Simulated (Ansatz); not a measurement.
**ZnS (F-43m): the host for defect calculations**

Before any defect goes in: ZnS (F-43m) at rest, and how it screens a charge.

Calculated with Ansatz 0.2.0; plane-wave PAW DFT, PBEsol; relaxation of the host's cell and atoms; PAW set soft_1, in the first sound run; inputs show where later runs differ.

Most raw output is cut from this account.

## Step 1: The starting structure

The structure is cubic, space group F-43m (No. 216). Conventional cell: a = 5.387 Å, b = 5.387 Å, c = 5.387 Å, α = 90.00°, β = 90.00°, γ = 90.00°. Zn has 4 S at 2.33 Å nearest. S has 4 Zn at 2.33 Å nearest. Farther neighbours and most contacts between anions are not listed.

## Step 2: Host cell relaxation

Lattice and positions are set free, within the symmetry that the program keeps.

The input, cell/input.yaml:

```yaml
crystal:
  lattice:
    - [0.0, 2.6936829, 2.6936829]
    - [2.6936829, 0.0, 2.6936829]
    - [2.6936829, 2.6936829, 0.0]
  atoms:
    - { symbol: Zn, position: [0.0, 0.0, 0.0] }
    - { symbol: S, position: [0.75, 0.75, 0.75] }
basis:
  ecutwfc: 420
  xc_grid: 2
hamiltonian:
  xc: pbesol
  pseudopotentials: { kind: paw, azcp: { folder: soft_1 }, xc_functional: pbe }
kpoints:
  mp_grid: { grid: [9, 9, 9] }
scf:
  occupations: { method: fixed }
  max_iter: 100
relax:
  f_tol: 0.005
  max_steps: 60
  cell: {}
output:
  forces: true
  stress: true
checkpoint:
  write: "../cell.run"
  compress: false
  write_wavefunctions: false
  write_every: 100000
```

On the command line:

```sh
ansatz run input.yaml --threads 32 --pin off --max-ram 84787MiB --backend cuda --events-out ev --progress --plain --runs-dir out --max-vram 78GiB
```

The job ended after 1.4 s (1 × NVIDIA GB200 with 32 threads of Arm Neoverse V2, shared host; peak memory 0.9 GiB; 5.2 s of CPU time).

Relaxation path:

```csv
step,energy less that of the first step (eV),largest force component (eV/Å),pressure (GPa),volume (Å³)
1,0.0000,0.0000,-1.30,39.09
2,-0.0024,0.0000,-0.57,38.71
3,-0.0030,0.0000,0.02,38.42
4*,-0.0027,0.0000,0.02,38.42
```

Relaxation steps marked * repeat the geometry before them on a plane-wave basis chosen anew for their cell, so energy and pressure can jump there.

Forces are held to the 24 operations that the run works with; a distortion that breaks them can't arise in this run.

```csv
"conventional cell, symmetrised",before,after,change
a (Å),5.387,5.356,-0.6 %
b (Å),5.387,5.356,-0.6 %
c (Å),5.387,5.356,-0.6 %
volume (Å³/atom),19.55,19.21,-1.7 %
```

The relaxed structure:

```xyz
2
Lattice="0.0000 2.6782 2.6782 2.6782 0.0000 2.6782 2.6782 2.6782 0.0000" Properties=species:S:1:pos:R:3 pbc="T T T"
Zn    0.0000    0.0000    0.0000
S     4.0173    4.0173    4.0173
```

Numbers from this step:

* pressure: 0.01592 GPa

The relaxation ends with a pressure of 0.02 GPa.

## Step 3: Dielectric tensors of the host

The response to a uniform electric field gives the electronic dielectric tensor.

This step: plane-wave PAW DFPT, PBEsol; dielectric tensors, Born charges and zone-centre modes of the host; PAW set soft_1 (Ansatz 0.2.0).

The input, eps/input.yaml:

```yaml
crystal:
  lattice:
    - [0.0, 2.67817774, 2.67817774]
    - [2.67817774, 0.0, 2.67817774]
    - [2.67817774, 2.67817774, 0.0]
  atoms:
    - { symbol: Zn, position: [0.0, 0.0, 0.0] }
    - { symbol: S, position: [0.75, 0.75, 0.75] }
basis:
  ecutwfc: 420
hamiltonian:
  xc: pbesol
  pseudopotentials: { kind: paw, azcp: { folder: soft_1 }, xc_functional: pbe }
kpoints:
  mp_grid: { grid: [8, 8, 8] }
scf:
  occupations: { method: fixed }
  max_iter: 100
phonons:
  method: dfpt
  dielectric: true
  rigid_motions: translations
```

Run time: 5.1 s. Hardware: 1 × NVIDIA GB200 with 32 threads; peak memory 1.3 GiB.

Electronic dielectric tensor:

```
6.08 0.00 0.00
0.00 6.08 0.00
0.00 0.00 6.08
```

Static dielectric tensor:

```
8.98 0.00 0.00
0.00 8.98 0.00
0.00 0.00 8.98
```

The electronic dielectric tensor is isotropic, 6.08. The static dielectric tensor is isotropic, 8.98.

## Step 4: Host on a dense mesh

This step: plane-wave PAW DFT, PBEsol; single point of the defect-free host, a test of the k-point sampling; PAW set soft_1 (Ansatz 0.2.0).

The input, dense/input.yaml:

```yaml
crystal:
  lattice:
    - [0.0, 2.67817774, 2.67817774]
    - [2.67817774, 0.0, 2.67817774]
    - [2.67817774, 2.67817774, 0.0]
  atoms:
    - { symbol: Zn, position: [0.0, 0.0, 0.0] }
    - { symbol: S, position: [0.75, 0.75, 0.75] }
basis:
  ecutwfc: 420
  xc_grid: 2
hamiltonian:
  xc: pbesol
  pseudopotentials: { kind: paw, azcp: { folder: soft_1 }, xc_functional: pbe }
kpoints:
  mp_grid: { grid: [9, 9, 9] }
scf:
  occupations: { method: fermi_dirac, width: 0.01 }
  max_iter: 100
  lower_state_search: "off"
checkpoint:
  write: "../dense.run"
  compress: false
  write_wavefunctions: false
  write_every: 100000
```

Elapsed: 1 s, on 1 × NVIDIA GB200 with 32 threads; peak memory 0.98 GiB; 2 s of CPU time.

## Step 5: Defect free supercell at the zone centre

The supercell is run at the zone centre, to see how far that sampling misses the dense mesh.

System of this step: ZnS (F-43m). The cell holds 72 atoms: 36 Zn and 36 S. Cell: a = 11.363 Å, b = 11.363 Å, c = 15.150 Å, α = 60.0°, β = 60.0°, γ = 60.0°.

The input, pristine.sampling_gamma/input.yaml:

```yaml
crystal:
  lattice:
    - [0.0, 8.0345332199, 8.0345332199]
    - [8.0345332199, 0.0, 8.0345332199]
    - [10.7127109599, 10.7127109599, 0.0]
  atoms:
    - { symbol: Zn, position: [0.0, 0.0, 0.0] }
    - { symbol: S, position: [0.25, 0.25, 0.1875] }
    - { symbol: Zn, position: [0.0, 0.0, 0.25] }
    - { symbol: S, position: [0.25, 0.25, 0.4375] }
    - { symbol: Zn, position: [0.0, 0.0, 0.5] }
    - { symbol: S, position: [0.25, 0.25, 0.6875] }
    - { symbol: Zn, position: [0.0, 0.0, 0.75] }
    - { symbol: S, position: [0.25, 0.25, 0.9375] }
[... 60 atom lines left out ...]
    - { symbol: Zn, position: [0.6666666667, 0.6666666667, 0.5] }
    - { symbol: S, position: [0.9166666667, 0.9166666667, 0.6875] }
    - { symbol: Zn, position: [0.6666666667, 0.6666666667, 0.75] }
    - { symbol: S, position: [0.9166666667, 0.9166666667, 0.9375] }
basis:
  ecutwfc: 420
  xc_grid: 2
hamiltonian:
  xc: pbesol
  pseudopotentials: { kind: paw, azcp: { folder: soft_1 }, xc_functional: pbe }
kpoints:
  mp_grid: { grid: [1, 1, 1] }
scf:
  occupations: { method: fermi_dirac, width: 0.01 }
  max_iter: 100
  lower_state_search: "off"
checkpoint:
  write: "../pristine.sampling_gamma.run"
  compress: false
  write_wavefunctions: false
  write_every: 100000
```

Wall time 1.2 s (1 × NVIDIA GB200 with 32 threads); peak memory 1.2 GiB; 3.4 s of CPU time.

## Step 6: Defect free supercell at the quarter point

The supercell is run at one point off the zone centre, to see how far that sampling misses the dense mesh.

pristine.sampling_quarter/input.yaml, as its differences from pristine.sampling_gamma/input.yaml of step 5:

```diff
@@ -85,3 +85,3 @@
 kpoints:
-  mp_grid: { grid: [1, 1, 1] }
+  mp_grid: { grid: [1, 1, 1], shift: [0.25, 0.25, 0.25] }
 scf:
@@ -91,3 +91,3 @@
 checkpoint:
-  write: "../pristine.sampling_gamma.run"
+  write: "../pristine.sampling_quarter.run"
   compress: false
```

Elapsed: 1.4 s, on 1 × NVIDIA GB200 with 32 threads; peak memory 1.4 GiB.

## Step 7: What came out

```
primitive cell vectors, lengths                                      : 3.788, 3.788, 3.788 Å
electronic dielectric constant                                       : 6.08
static dielectric constant                                           : 8.98
gap on the k-mesh of the response run (PBEsol)                       : 2.08 eV
energy an atom at the zone centre alone less that on the dense mesh  : 0.066 eV
energy an atom at one point at (¼, ¼, ¼) less that on the dense mesh : 0.020 eV
```

**Reading.** Step 2: The cell shrank by 1.7 % in volume. The k-mesh can miss the band edges, so this gap is an upper bound at this level. All at zero temperature.

[Logs are printed without paths, hosts, clocks, repeated set-up lines and the standing remarks that a program may print on its own settings, such as how far it seeks lower states.]

[Hosts, paths, dates, database ids (printed as entryN), source tags and the programs' standing remarks are cut or masked in the printed files.]

[Runs of the host that timed out are not shown.]

[For some hosts the program warned that the k-mesh of the response run may be too coarse for force constants and the static dielectric constant; such warnings are not always shown.]

[The program warned that the k-mesh of a response run behind this text may be too coarse: force constants, and the static dielectric constant and all else formed from them, are not shown converged.]
